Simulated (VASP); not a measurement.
Here is a VASP 6.6.1 calculation.

INCAR

```
SYSTEM = BeTe
ALGO     = Normal         ! electronic algorithm
EDIFF    = 1E-6           ! SCF threshold, eV
ENCUT    = 520            ! plane-wave cutoff, eV
GGA      = CA             ! functional
ISIF     = 2              ! what is computed and relaxed
ISMEAR   = 0              ! smearing method
LASPH    = .True.         ! aspherical terms in the spheres
LCHARG   = .False.        ! write CHGCAR
LREAL    = .False.        ! projectors in reciprocal space
LWAVE    = .False.        ! write WAVECAR
NBANDS   = 11             ! bands
NELM     = 100            ! most SCF steps
PREC     = Accurate       ! precision mode
SIGMA    = 0.1            ! smearing width, eV
```

File KPOINTS:

```
k-points
0
Gamma
  6 6 6
  0 0 0
```

The input POSCAR:

```
BeTe
1.0
    0.0000000000      2.8314587900      2.8314587900
    2.8314587900      0.0000000000      2.8314587900
    2.8314587900      2.8314587900      0.0000000000
Be Te
1 1
Direct
    0.0000000000      0.0000000000      0.0000000000
    0.2500000000      0.2500000000      0.2500000000
```

Potentials or basis: VASP PAW LDA potentials, release 64 (Be, Te).

Command:

```bash
$ cat potpaw_LDA.64/Be/POTCAR potpaw_LDA.64/Te/POTCAR > POTCAR
$ mpirun -np 1 vasp_std > vasp.out
```

Question: Estimate the band gap on the k mesh.

Answer: 1.91 eV, indirect (least direct gap 3.60 eV).

Question: What does it give for the pressure?

Answer: -3.0 GPa.

Caveat: spin-orbit coupling is left out, which moves the levels of the heavy elements. A k mesh can miss the band edges.
